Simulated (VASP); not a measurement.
Here is a VASP 6.6.1 calculation.

INCAR

```
SYSTEM = Cr
PREC = Accurate
ENCUT = 520
EDIFF = 1E-6
ISMEAR = 0
SIGMA = 0.1
LREAL = .FALSE.
LASPH = .TRUE.
NELM = 100
ALGO = Fast
ISIF = 2
LWAVE = .FALSE.
LCHARG = .FALSE.
GGA = PE
NBANDS = 19
```

File KPOINTS:

```
Automatic mesh
0
G
  21 21 10
  0 0 0
```

Contents of POSCAR:

```
Cr
1.0
    2.4849820546      0.0000000000      0.0000000000
   -1.2424910273      2.1520575872      0.0000000000
    0.0000000000      0.0000000000      4.4557650231
Cr
2
Direct
    0.3333333333      0.6666666667      0.2500000000
    0.6666666667      0.3333333333      0.7500000000
```

Potentials or basis: VASP PAW PBE potentials, release 64 (Cr_pv).

The run is started by

```bash
$ cat potpaw_PBE.64/Cr_pv/POTCAR > POTCAR
$ mpirun -np 1 vasp_std > vasp.out
```

**Question.** What does it give for the band gap on the k mesh?

**Answer.** None (metal or under the smearing width).

**Question.** What does it give for the pressure?

**Answer.** -0.4 GPa.

Stress tensor (GPa, compression positive):
```
-0.38  0.00  0.00
 0.00 -0.38  0.00
 0.00  0.00 -0.56
```

Caveat: the run has no spin polarisation, though such a crystal can be magnetic. Spin polarisation is off, so any magnetic state and its effect on volume and gap are missing.
